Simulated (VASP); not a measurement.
A run of VASP 6.6.1 is set up as follows.

File INCAR:

```
SYSTEM = Ag
PREC = Accurate
ENCUT = 600
EDIFF = 1E-7
ISMEAR = 0
SIGMA = 0.1
LREAL = .FALSE.
LASPH = .TRUE.
NELM = 100
ALGO = Normal
ISIF = 3
LWAVE = .FALSE.
LCHARG = .FALSE.
GGA = PS
IBRION = 2
NSW = 90
EDIFFG = -0.005
```

KPOINTS

```
Automatic mesh
0
G
  6 6 6
  0 0 0
```

POSCAR

```
Ag
1.0
   -1.6229757800      1.6229757800      1.6229757800
    1.6229757800     -1.6229757800      1.6229757800
    1.6229757800      1.6229757800     -1.6229757800
Ag
1
Direct
    0.0000000000      0.0000000000      0.0000000000
```

Potentials or basis: VASP PAW PBE potentials, release 64 (Ag).

Launch:

```console
$ cat potpaw_PBE.64/Ag/POTCAR > POTCAR
$ mpirun -np 1 vasp_std > vasp.out
```

Problem. What does it give for the space group after relaxing (to 0.05 Å)?

Solution. Im-3m (No. 229).

Problem. What does it give for the relaxed cell?

Solution. a = 2.792 Å, b = 2.792 Å, c = 2.792 Å, α = 109.47°, β = 109.47°, γ = 109.47°.

Step by step:
```csv
step,energy change (eV),largest force (eV/Å),pressure (GPa),volume (Å³)
1,0.0000,0.0000,-2.22,17.10
2,-0.0011,0.0000,1.80,16.52
3,-0.0024,0.0000,0.00,16.76
```

Caveat: the k mesh is coarse (spacing up to 0.46 Å⁻¹), so the values aren't converged; the PAW data sets were made with another functional, which shifts forces and pressure a little.
